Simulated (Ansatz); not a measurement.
A series in volume per atom on SrO

Periodic Kohn-Sham DFT of a crystal at fixed atoms; pressure and stress are positive in compression; the energy is the free energy less that of spherical unpolarised free atoms; site moments are those in the method's own spheres, positive along +z. The results are calculated, by Ansatz 0.2.0.

Cell of the first row (space group Fm-3m, No. 225):
```
CELL_PARAMETERS angstrom
0.00000 2.51730 2.51730
2.51730 0.00000 2.51730
2.51730 2.51730 0.00000
ATOMIC_POSITIONS crystal
Sr 0.00000 0.00000 0.00000
O 0.50000 0.50000 0.50000
```

Settings of every row: method all-electron PAW; functional PBEsol; relativity scalar; k mesh 8x8x8; filling fermi-dirac; smearing width 0.03 eV; nucleus gaussian.

Atom start moment: 0 on all atoms.

| row | volume per atom (Å³) | pressure (GPa) |
| --- | --- | --- |
| 1 | 15.952 | 5.478 |
| 2 | 16.292 | ? |
| 3 | 16.631 | 0.98 |
| 4 | 16.801 | 0.005 |
| 5 | 16.971 | -0.917 |
| 6 | 17.14 | -1.79 |
| 7 | 17.31 | -2.614 |
| 8 | 17.649 | -4.132 |
| 9 | 17.989 | -5.491 |

Question: what pressure should row 2 give?

Worked fit of pressure. Take u = (V_r/V)^(2/3) − 1 with V_r = 17.056 Å³ an atom, which is twice the finite (Eulerian) strain; such expansions in the strain, on which the Birch-Murnaghan equation of state is built, carry the rest volume and the bulk modulus. The shown rows have u = 0.04562, 0.01696, 0.01009, 0.00334, -0.00327, -0.00981, -0.02253, -0.03488. Least squares give pressure = −1.3622 + 131.478 × u + 388.15 × u² + 361 × u³ GPa; a parabola predicts inner rows, each left out in turn, worse (root mean square 0.0057 against 0.0019 GPa). The rows lie off it by 0.000, -0.001, 0.001, 0.002, -0.002, 0.001, 0.000, 0.000. The pressure vanishes at u = 0.0101, or V = 16.8 Å³ an atom, and there the bulk modulus at fixed shape and fractions is B = −V dP/dV = (2/3)(1 + u) dP/du = 93.9 GPa. The withheld row has u = 0.03102, so the fit gives −1.3622 + 131.478 × (0.03102) + 388.15 × (0.03102)² + 361 × (0.03102)³ = 3.101 GPa.

The calculation gave 3.103 GPa. The fit lies 0.002 GPa (0.018 % of the column's range) below it; its largest miss of a shown row is 0.002 GPa.
